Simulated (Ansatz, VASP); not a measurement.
# NaCl: VASP beside Ansatz

```
Cl Na
1.0
     3.54828    0.00000    0.00000
     0.00000    3.54828    0.00000
     0.00000    0.00000    3.54828
Cl Na
1 1
Direct
  0.50000 0.50000 0.50000
  0.00000 0.00000 0.00000
```

Change from the starting cell: volume scaled by 1.04.

Alike in both runs: task single point; functional PBEsol; k mesh 8 × 8 × 8; occupations fermi-dirac, width 0.05 eV; no spin polarisation.

|  | VASP | Ansatz |
| --- | --- | --- |
| version | VASP 6.6.1 | Ansatz 0.2.0 |
| potentials or method | VASP PAW PBE potentials, release 64 (Cl, Na_pv) | Ansatz PAW |
| plane-wave cutoff (eV) | 520 | 420 |
| valence electrons in the cell | 14 | 16 |

|  | VASP | Ansatz | Ansatz less VASP |
| --- | --- | --- | --- |
| gap on the k mesh at the Fermi level (eV) | 3.72 | 3.72 | +0.003 |
| least direct gap on the mesh (eV) | 4.19 | 4.19 | +0.003 |
| pressure (GPa) | -2.0 | -2.0 | +0.01 |

The two sets of potentials don't hold the same shells in valence.

Caveats: the PAW data sets were made with another functional, which shifts forces and pressure a little (VASP); the PAW data sets come from PBE, with cores solved anew for the run's functional, which leaves a small shift of forces and pressure (Ansatz). A k mesh can miss the band edges.
